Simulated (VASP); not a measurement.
# TePb (Fm-3m) in VASP: notebook, part 2 of 2

VASP 6.6.1. The steps go on from the part before.

## 5. Single point, PBE

INCAR

```
SYSTEM = TePb
ADDGRID = .False.
ALGO = Normal
EDIFF = 1E-7
ENCUT = 460
GGA = PE
ISIF = 2
ISMEAR = 0
LASPH = .True.
LCHARG = .False.
LREAL = .False.
LWAVE = .False.
NELM = 100
PREC = Accurate
SIGMA = 0.05
```

KPOINTS

```
k-points
0
Gamma
  4 4 4
  0 0 0
```

POSCAR

```
TePb
1.0
    0.0000000000      3.2310000000      3.2310000000
    3.2310000000      0.0000000000      3.2310000000
    3.2310000000      3.2310000000      0.0000000000
Pb Te
1 1
Direct
    0.0000000000      0.0000000000      0.0000000000
    0.5000000000      0.5000000000      0.5000000000
```

Potentials or basis: VASP PAW PBE potentials, release 64 (Pb_d, Te).

Launch:

```
> cat potpaw_PBE.64/Pb_d/POTCAR potpaw_PBE.64/Te/POTCAR > POTCAR
> mpirun -np 1 vasp_std > vasp.out
```

OUTCAR:

```text
SYSTEM = TePb
   EDIFF = 1E-7
   ENCUT = 460
   GGA = PE
   ISIF = 2
   ISMEAR = 0
   LASPH = .True.
   LREAL = .False.
   NELM = 100
   PREC = Accurate

 Found      8 irreducible k-points:

 Following reciprocal coordinates:
            Coordinates               Weight
  0.000000  0.000000  0.000000      1.000000
  0.250000  0.000000  0.000000      8.000000
  0.500000  0.000000  0.000000      4.000000
  0.250000  0.250000  0.000000      6.000000
  0.500000  0.250000  0.000000     24.000000
 -0.250000  0.250000  0.000000     12.000000
   k-points           NKPTS =      8   k-points in BZ     NKDIM =      8   number of bands    NBANDS=     14
   number of dos      NEDOS =    301   number of ions     NIONS =      2
   total plane-waves  NPLWV =  32768
   dimension x,y,z NGX =    32 NGY =   32 NGZ =   32
   dimension x,y,z NGXF=    64 NGYF=   64 NGZF=   64
   ions per type =               1   1
   NGX,Y,Z   is equivalent  to a cutoff of  11.64, 11.64, 11.64 a.u.
   NGXF,Y,Z  is equivalent  to a cutoff of  23.29, 23.29, 23.29 a.u.
 SYSTEM =  TePb
   PREC   = accura    normal or accurate (medium, high low for compatibility)
   ISTART =      0    job   : 0-new  1-cont  2-samecut
   ICHARG =      2    charge: 1-file 2-atom 10-const
   ISPIN  =      1    spin polarized calculation?
   LNONCOLLINEAR =      F non collinear calculations
   LSORBIT =      F    spin-orbit coupling
   LASPH  =      T    aspherical Exc in radial PAW
   ENCUT  =  460.0 eV  33.81 Ry    5.81 a.u.   7.99  7.99  7.99*2*pi/ulx,y,z
   NELM   =    100;   NELMIN=  2; NELMDL= -5     # of ELM steps
   EDIFF  = 0.1E-06   stopping-criterion for ELM
   LREAL  =      F    real-space projection
   EDIFFG = 0.1E-05   stopping-criterion for IOM
   NSW    =      0    number of steps for IOM
   IBRION =     -1    ionic relax: 0-MD 1-quasi-New 2-CG
   NFREE  =      0    steps in history (QN), initial steepest desc. (CG)
   ISIF   =      2    stress and relaxation
   ISYM   =      2    0-nonsym 1-usesym 2-fastsym
   POTIM  = 0.5000    time-step for ionic-motion
   TEBEG  =    0.0;   TEEND  =   0.0 temperature during run
   PSTRESS=    0.0 pullay stress
   NELECT =      20.0000    total number of electrons
   NUPDOWN=      -1.0000    fix difference up-down
   EMIN   =  10.00;   EMAX   =-10.00  energy-range for DOS
   EFERMI =   0.00;   METHOD = LEGACY
   ISMEAR =     0;   SIGMA  =   0.05  broadening in eV -4-tet -1-fermi 0-gaus
   EFERMI_NEDOS =   21; number of points for ismear=-14 and -15
   IALGO  =     38    algorithm
   IMIX   =      4    mixing-type and parameters
     AMIX     =   0.40;   BMIX     =  1.00
[... 22 lines left out ...]
  ext. energy  EPLUGINS =         0.00000000
  ---------------------------------------------------
  free energy    TOTEN  =        -7.49410944 eV

  energy without entropy =       -7.49410944  energy(sigma->0) =       -7.49410944

 E-fermi :   5.8638     XC(G=0):  -9.3040

 val. band max:        5.6225871459   @ k =   0.5000   0.0000   0.0000
 cond. band min:       6.3567092916   @ k =   0.5000   0.0000   0.0000
 fundamental gap:      0.7341221457
 Fermi energy:         5.8637624672

 k-point     1 :       0.0000    0.0000    0.0000
  band No.  band energies     occupation
      1     -11.1054      2.00000
      2     -11.1054      2.00000
      3     -11.0957      2.00000
      4     -11.0957      2.00000
      5     -11.0957      2.00000
      6      -6.3964      2.00000
      7       0.0255      2.00000
      8       4.2763      2.00000
      9       4.2763      2.00000
     10       4.2763      2.00000
     11       9.6996      0.00000
     12       9.6996      0.00000
     13       9.6996      0.00000
     14      11.4186      0.00000
[... 71 lines left out ...]
      1     -11.1245      2.00000
      2     -11.1160      2.00000
      3     -11.0892      2.00000
      4     -11.0836      2.00000
      5     -11.0824      2.00000
      6      -5.1435      2.00000
      7      -2.2960      2.00000
      8       2.5305      2.00000
      9       4.5429      2.00000
     10       4.9987      2.00000
     11       7.3022      0.00000
     12       7.4056      0.00000
     13      10.2826      0.00000
     14      12.4803      0.00000

 [... further k-points ...]

------------------------ aborting loop because EDIFF is reached ----------------------------------------

  FORCE on cell =-STRESS in cart. coord.  units (eV):
  Direction    XX          YY          ZZ          XY          YZ          ZX
  --------------------------------------------------------------------------------------
  -------------------------------------------------------------------------------------
  Total        0.8961902      0.8961902      0.8961902     -0.0000000      0.0000000      0.0000000
  in kB       21.2848162     21.2848162     21.2848162     -0.0000000      0.0000000      0.0000000
  external PRESSURE =      21.2848162 kB  Pullay stress =       0.0000000 kB

 VOLUME and BASIS-vectors are now :
 -----------------------------------------------------------------------------
  energy-cutoff  :      460.00
  volume of cell :       67.46
      direct lattice vectors                 reciprocal lattice vectors
     0.000000000  3.231000000  3.231000000    -0.154750851  0.154750851  0.154750851
     3.231000000  0.000000000  3.231000000     0.154750851 -0.154750851  0.154750851
     3.231000000  3.231000000  0.000000000     0.154750851  0.154750851 -0.154750851

 POSITION                                       TOTAL-FORCE (eV/Angst)
 -----------------------------------------------------------------------------------
      0.00000      0.00000      0.00000         0.000000      0.000000      0.000000
      3.23100      3.23100      3.23100         0.000000      0.000000     -0.000000
 -----------------------------------------------------------------------------------
    total drift:                                0.000000     -0.000000     -0.000000

  FREE ENERGIE OF THE ION-ELECTRON SYSTEM (eV)
  ---------------------------------------------------
  free  energy   TOTEN  =        -7.4941094449 eV

  energy  without entropy=       -7.4941094449  energy(sigma->0) =       -7.49410944
```

stdout:

```text
POSCAR found type information on POSCAR PbTe
 POSCAR found :  2 types and       2 ions
 scaLAPACK will be used
 LDA part: xc-table for (Slater+PW92), standard interpolation
 POSCAR, INCAR and KPOINTS ok, starting setup
 FFT: planning ... GRIDC
 FFT: planning ... GRID_SOFT
 FFT: planning ... GRID
 WAVECAR not read
 entering main loop
```

Wall time 8.3 s (1 thread of Intel Xeon Platinum 8488C (Sapphire Rapids), shared host); peak memory 0.17 GiB.

These settings aren't checked as converged: the numbers below hold their error.

Results:

| Property | Result |
| --- | --- |
| Free energy | -7.4941 eV |
| Pressure | 2.1 GPa |
| Band gap on the k mesh | 0.73 eV, direct |

Caveat: the k mesh is coarse (spacing up to 0.42 Å⁻¹), so the values aren't converged; spin-orbit coupling is left out, which as a rule narrows the gap of such compounds by several tenths of an eV.

## 6. Single point, PBE

INCAR is that of step 5.

KPOINTS is that of step 5.

POSCAR

```
TePb
1.0
    0.0000000000      3.2310000000      3.2310000000
    3.2310000000      0.0000000000      3.2310000000
    3.2310000000      3.2310000000      0.0000000000
Pb Te
1 1
Direct
   -0.0068530000      0.0005720000     -0.0056850000
    0.5279490000      0.4690950000      0.5208160000
```

Potentials or basis: VASP PAW PBE potentials, release 64 (Pb_d, Te).

Launch:

```
> cat potpaw_PBE.64/Pb_d/POTCAR potpaw_PBE.64/Te/POTCAR > POTCAR
> mpirun -np 1 vasp_std > vasp.out
```

It took 22 s on 1 thread of Intel Xeon Platinum 8488C (Sapphire Rapids), shared host; peak memory 0.19 GiB.

The run converged, but some of its settings lie outside the range that counts as converged, so its numbers aren't taken as properties of the crystal.

What came out:

| Item | Value |
| --- | --- |
| Free energy | -7.4894 eV |
| Pressure | 2.5 GPa |
| Largest force | 0.127 eV/Å |
| Band gap on the k mesh | 0.89 eV, direct |

Caveat: the k mesh is coarse (spacing up to 0.42 Å⁻¹), so the values aren't converged; spin-orbit coupling is left out, which as a rule narrows the gap of such compounds by several tenths of an eV.

## 7. For comparison

An earlier run on the cell as given: functional PBEsol; potentials or basis VASP PAW PBE potentials, release 64 (Pb_d, Te); cutoff 520 eV; k mesh 7 × 7 × 7; occupations fermi-dirac, width 0.05 eV; no spin polarisation.

- Pressure: -0.4 GPa
